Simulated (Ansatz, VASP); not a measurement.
CdS: VASP beside Ansatz

```
Cd S
1.0
     4.14429    0.00000    0.00000
    -2.07214    3.58906    0.00000
     0.00000    0.00000    6.74624
Cd S
2 2
Cartesian
  0.0000 2.3927 -0.0047
  2.0721 1.1964 3.3684
  0.0000 2.3927 2.5345
  2.0721 1.1964 5.9077
```

Alike in both runs: functional PBE; dispersion D3(BJ); k mesh 6 × 6 × 4; occupations gaussian, width 0.02 eV; no spin polarisation.

Ansatz relaxed the structure, and its values are those at the end. VASP's run is a single point on that final structure, the one shown.

|  | VASP | Ansatz |
| --- | --- | --- |
| version | VASP 6.6.1 | Ansatz 0.2.0 |
| potentials or method | VASP PAW PBE potentials, release 64 (Cd, S) | scalar-relativistic, plane waves, PAW |
| plane-wave cutoff (eV) | 520 | 420 |
| valence electrons in the cell | 36 | 52 |

Ansatz gave:

- gap on the k mesh at the Fermi level (eV): 1.20
- least direct gap on the mesh (eV): 1.20
- pressure (GPa): 0.0

Problem. Estimate VASP's values.

Solution. gap on the k mesh at the Fermi level (eV): 1.20; least direct gap on the mesh (eV): 1.20; pressure (GPa): 0.3.

The two sets of potentials don't hold the same shells in valence.
